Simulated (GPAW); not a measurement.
**1 ML Cr on Pd(111), fcc site, 3 substrate layers: which magnetic order is lowest**

A self-consistent run ends on one state, which hangs on the start. Several orders of 1 ML Cr on Pd(111), fcc site, 3 substrate layers are started in GPAW and their energies compared.

Calculated with GPAW 26.7.0; PBE; plane waves with GPAW's PAW setups, scalar-relativistic.

### 1. Set-up

The cell holds 4 atoms: 3 Pd and 1 Cr. Its edges and angles: a = 2.753 Å, b = 2.753 Å, c = 20.624 Å, α = 90.0°, β = 90.0°, γ = 120.0°. pseudomorphic film on the substrate's lattice, hard-sphere layer spacings, unrelaxed, 14 A of vacuum. Vacuum lies along c.

### 2. Run 1 (ferro +)

Parallel moments need no larger cell; this start tests for a ferromagnetic state only.

The input, order1.py:

```python
import json
import numpy as np
from ase import Atoms
from ase.parallel import paropen, parprint
from gpaw import GPAW

atoms = Atoms(['Pd', 'Pd', 'Pd', 'Cr'],
    cell=[[2.752767, 0.0, 0.0],
         [-1.376383, 2.383966, 0.0],
         [0.0, 0.0, 20.623738]],
    scaled_positions=[[0.0, 0.0, 0.339415],
         [0.666667, 0.333333, 0.448397],
         [0.333333, 0.666667, 0.55738],
         [0.0, 0.0, 0.660585]],
    pbc=True,
    magmoms=[0.0, 0.0, 0.0, 2.5])
atoms.calc = GPAW(mode={'name': 'pw', 'ecut': 500},
    xc='PBE',
    kpts={'size': (14, 14, 1), 'gamma': True},
    occupations={'name': 'fermi-dirac', 'width': 0.05},
    convergence={'density': 1e-05, 'energy': 1e-05},
    maxiter=250,
    symmetry={'tolerance': 1e-4},
    txt='order1.txt')
e = atoms.get_potential_energy(force_consistent=True)
res = {'free_energy': e, 'energy_sigma0': atoms.get_potential_energy(), 'fermi_energy': atoms.calc.get_fermi_level()}
res['moments'] = atoms.get_magnetic_moments().tolist()
res['total'] = atoms.get_magnetic_moment()
parprint('site moments (muB):', np.round(res['moments'], 3))
parprint(f"total moment: {res['total']:.3f} muB")
parprint(f'free energy: {e:.6f} eV')
atoms.calc.write('order1.gpw')
with paropen('results.json', 'w') as f:
    json.dump(res, f)
```

On the command line:

```
$ OMP_NUM_THREADS=1 mpirun -n 4 gpaw python order1.py > order1.log
```

Numbers of over 12 decimals in the logs are rounded to 6 here.

What it wrote:

```text
site moments (muB): [-0.19  -0.292  0.009  2.723]
total moment: 2.796 muB
free energy: -18.992733 eV

--- order1.txt ---
Input parameters:
  mode=PW(ecut=500),
  convergence={'density': 1e-05, 'energy': 1e-05},
  kpts=MonkhorstPack(size=(14, 14, 1), gamma=True),
  maxiter=250,
  occupations=Occupations(name='fermi-dirac', width=0.05),
  symmetry=Symmetry(tolerance=0.0001),
  xc=XC(name='PBE')

Diagonalizing LCAO Hamiltonian
Converting LCAO to pw mode

       Cr

        Pd

           Pd

       Pd

Atoms  # Å, Bohr magnetons
|   | symbol |         x |        y |         z |    initial magnetic moments |
|---|--------|-----------|----------|-----------|-----------------------------|
| 0 |     Pd |  0.000000 | 0.000000 |  7.000006 | ( 0.0000,  0.0000,  0.0000) |
| 1 |     Pd |  1.376385 | 0.794655 |  9.247622 | ( 0.0000,  0.0000,  0.0000) |
| 2 |     Pd | -0.000001 | 1.589311 | 11.495259 | ( 0.0000,  0.0000,  0.0000) |
| 3 |     Cr |  0.000000 | 0.000000 | 13.623732 | ( 0.0000,  0.0000,  2.5000) |

Unit cell  # Å
| periodic |         x |        y |         z |   lengths |     angles |
|----------|-----------|----------|-----------|-----------|------------|
|      yes |  2.752767 | 0.000000 |  0.000000 |  2.752767 |  90.000000 |
|      yes | -1.376383 | 2.383966 |  0.000000 |  2.752767 |  90.000000 |
|      yes |  0.000000 | 0.000000 | 20.623738 | 20.623738 | 119.999993 |

Number of symmetries: 6

BZ-sampling:
  Number of BZ points: 196
  Number of IBZ points: 24

  Monkhorst-Pack size: [14, 14, 1]
  Monkhorst-Pack shift: [0.035714, 0.035714, 0.0]

K-points  # in reciprocal-cell coordinates
|     |                                coordinates |     weight |
|-----|--------------------------------------------|------------|
|   0 | (  0.00000000,   0.00000000,   0.00000000) | 0.00510204 |
|   1 | (  0.07142857,   0.00000000,   0.00000000) | 0.03061224 |
|   2 | (  0.14285714,  -0.07142857,   0.00000000) | 0.03061224 |
|   3 | (  0.14285714,   0.00000000,   0.00000000) | 0.03061224 |
|   4 | (  0.21428571,  -0.07142857,   0.00000000) | 0.06122449 |
|   5 | (  0.21428571,   0.00000000,   0.00000000) | 0.03061224 |
|   6 | (  0.28571429,  -0.14285714,   0.00000000) | 0.03061224 |
|   7 | (  0.28571429,  -0.07142857,   0.00000000) | 0.06122449 |
|   8 | (  0.28571429,   0.00000000,   0.00000000) | 0.03061224 |
|   9 | (  0.35714286,  -0.14285714,   0.00000000) | 0.06122449 |
| ... |                                            |            |
|  23 | (  0.50000000,   0.50000000,   0.00000000) | 0.01530612 |

Plane wave coefficients: 3491
Cutoff: 500.0 eV

Spin-components: 2 (collinear spins)
Bands:           38
Projectors:      24
Spin-degeneracy: 1
Datatype:        complex128

Parallelization:
  kpt:    4
  domain: 1
  band:   1

Density:
  Valence electrons: 54.0
  Components: 2
  Grid points: [ 15  15 108]
  Charge: 0.0  # |e|

Potential:
  Grid points: [ 15  15 108]

species:
  Pd:
    name:    Palladium
    Z:       46.0
    valence: 16
    core:    30
    charge:  0.0  # [|e|]
    compensation charges:
      type: gauss
      rc: 0.38  # [Å]
      lmax: 2
    cutoffs:
      filter: 2.38  # [Å]
      core: 2.28  # [Å]
    projectors
    | kind |    occ | energy [eV] | rcut [Å] |
    |------|--------|-------------|----------|
    |   5s |  0.000 |      -3.315 |    1.228 |
    |   4p |  6.000 |     -51.209 |    1.360 |
    |   5p |  0.000 |      -0.314 |    1.360 |
    |   4d | 10.000 |      -4.047 |    1.228 |
    |    s |        |      23.896 |    1.228 |
    |    d |        |      23.165 |    1.228 |

    Using partial waves for Pd as LCAO basis

  Cr:
    name:    Chromium
    Z:       24.0
    valence: 6
    core:    18
    charge:  0.0  # [|e|]
    compensation charges:
      type: gauss
      rc: 0.35  # [Å]
      lmax: 2
    cutoffs:
      filter: 2.14  # [Å]
      core: 3.04  # [Å]
    projectors
    | kind |    occ | energy [eV] | rcut [Å] |
    |------|--------|-------------|----------|
    |   4s |  1.000 |      -4.007 |    1.164 |
    |   4p |  0.000 |      -0.989 |    1.217 |
    |   3d |  5.000 |      -2.913 |    1.111 |
    |    s |        |      23.205 |    1.164 |
    |    p |        |      26.223 |    1.217 |
    |    d |        |      24.299 |    1.111 |

    Using partial waves for Cr as LCAO basis

Reference energy: -440264.849604  # eV

eigensolver:
  PPCG
  Converge bands: occupied
  niter=2

density mixing:
  MSR1-Mixer
  Pratt-step length: 0.05
  Maximum mixing coefficient: 0.75
  Old densities: 10
  SVD Regularization: 0.005
  Good broyden scale: 1.0
  Trust region scale: 1.0
  Backstep threshold: 4.0
  History deletion threshold: 6.0
  Fourier metric: weight=20.0, sigma=0.015

occupation numbers:
  Fermi-Dirac:
    width: 0.0500  # eV

poisson solver:
  ecut: 4000.0  # eV

xc functional:
  name: PBE with 2 nearest neighbor stencil

convergence criteria:
- Maximum integral of absolute [dens]ity change: 1e-05 electrons / valence electron
- Maximum [total energy] change in last 3 cyles: 1e-05 eV / valence electron
- Maximum integral of absolute [eigenst]ate change: 4e-08 eV^2 / valence electron
maximum number of iterations: 250

SCF iterations
|iter     |      energy | eigst |  dens |  magmom |
|---------|-------------|-------|-------|---------|
|iter:   1|       0s |  -59.709356 | +0.43 |       |  +2.4835|
|iter:   2|       3s | -127.374779 | +0.89 | -0.46 |  +2.3677|
|iter:   3|       5s |  -27.855175 | +0.47 | -0.39 |  +2.3451|
|iter:   4|       8s |  -22.037688 | +0.46 | -0.72 |  +2.3255|
|iter:   5|      11s |  -32.168097 | -0.56 | -0.79 |  +2.2945|
|iter:   6|      13s |  -34.825633 | -0.37 | -0.58 |  +2.0973|
|iter:   7|      16s |  -25.470998 | -1.03 | -0.74 |  +1.9230|
|iter:   8|      18s |  -19.882077 | -1.42 | -0.94 |  +1.9560|
|iter:   9|      21s |  -20.300806 | -2.58 | -1.23 |  +1.9514|
|iter:  10|      24s |  -19.829861 | -1.38 | -1.19 |  +1.9866|
[... 25 iterations left out ...]
|iter:  36|      91s |  -18.962888c| -4.68 | -3.17 |  +2.7923|
|iter:  37|      94s |  -18.962875c| -5.08 | -3.04 |  +2.7956|
|iter:  38|      96s |  -18.962895c| -5.45 | -3.30 |  +2.7943|
|iter:  39|      99s |  -18.962858c| -6.26 | -3.57 |  +2.7963|
|iter:  40|     101s |  -18.962859c| -6.85 | -4.06 |  +2.7961|
|iter:  41|     104s |  -18.962866c| -7.26 | -4.24 |  +2.7956|
|iter:  42|     107s |  -18.962868c| -7.70c| -4.46 |  +2.7959|
|iter:  43|     108s |  -18.962859c| -7.52c| -4.32 |  +2.7959|
|iter:  44|     109s |  -18.962862c| -7.73c| -4.52 |  +2.7959|
|iter:  45|     110s |  -18.962863c| -8.29c| -5.28c|  +2.7959|

Converged in 45 steps
Energy contributions relative to reference atoms: (reference = -440264.849604)

Energy contributions:
  Kinetic:         -15.051792
  Coulomb:          -2.155993
  Zero:             -0.377545
  External:          0.000000
  Xc:               -1.347663
  Entropy:          -0.059740
  Spinorbit:         0.000000
  ----------------------------
  Free energy:     -18.992733
  Extrapolated:    -18.962863

dipole moment: (-7.404066, -12.805303, 0.066791)  # |e|*Ang

Total magnetic moment: (0.000000, 0.000000, 2.795871)

Local magnetic moments
|        x |        y |         z |
|----------|----------|-----------|
| 0.000000 | 0.000000 | -0.190244 |  # Pd   0
| 0.000000 | 0.000000 | -0.292122 |  # Pd   1
| 0.000000 | 0.000000 |  0.008920 |  # Pd   2
| 0.000000 | 0.000000 |  2.723153 |  # Cr   3

Fermi level: 1.443
Eigenvalues  # (at kpt = [0.000, 0.000, 0.000])
| band index |      eig [eV] | occ [0-1] |      eig [eV] | occ [0-1] |
|------------|---------------|-----------|---------------|-----------|
|          0 |       -48.964 |     1.000 |       -48.956 |     1.000 |
|        ... |               |           |               |           |
|         22 |        -0.354 |     1.000 |        -0.169 |     1.000 |
|         23 |        -0.220 |     1.000 |         0.395 |     1.000 |
|         24 |         0.395 |     1.000 |         0.395 |     1.000 |
|         25 |         0.395 |     1.000 |         1.137 |     0.998 |
|         26 |         0.561 |     1.000 |         1.137 |     0.998 |
|         27 |         0.561 |     1.000 |         1.332 |     0.902 |
|         28 |         0.966 |     1.000 |         2.125 |     0.000 |
|         29 |         1.246 |     0.981 |         2.682 |     0.000 |
|         30 |         1.246 |     0.981 |         2.713 |     0.000 |
|         31 |         1.595 |     0.045 |         2.713 |     0.000 |
|         32 |         1.595 |     0.045 |         4.261 |     0.000 |
|         33 |         2.513 |     0.000 |         4.262 |     0.000 |
|         34 |         5.654 |     0.000 |         5.989 |     0.000 |
|         35 |         6.387 |     0.000 |         6.514 |     0.000 |
|         36 |         7.707 |     0.000 |         7.906 |     0.000 |
|         37 |         8.957 |     0.000 |         9.256 |     0.000 |

No gap
No difference between direct/indirect transitions
```

It took 2 min on 4 MPI ranks of Arm Neoverse V1, shared host; peak memory 0.97 GiB; 7.8 min of CPU time.

Spin moment in the augmentation sphere by atom:

| atom | spin moment in the augmentation sphere (μB) |
| --- | --- |
| Pd1 | -0.19 |
| Pd2 | -0.29 |
| Pd3 | 0.01 |
| Cr4 | 2.72 |

Numbers from this step:

```yaml
magnetization: 2.796 μB
final_state: ferromagnetic
```

After 45 cycles the largest moment stands at 2.72 μB.

[end of part 1 of 2]

[Logs and program files are shortened in this print: banners, set-up blocks, solver, clock and traceback lines can be left out without a mark of their own.]

[Logs are printed without paths, hosts, clocks, repeated set-up lines and the standing remarks that a program may print on its own settings, such as how far it seeks lower states.]

[Hosts, paths, dates, database ids (printed as entryN), source tags and the programs' standing remarks are cut or masked in the printed files.]

[Where a cell is said to come from a database of computed structures, the database is the Materials Project.]
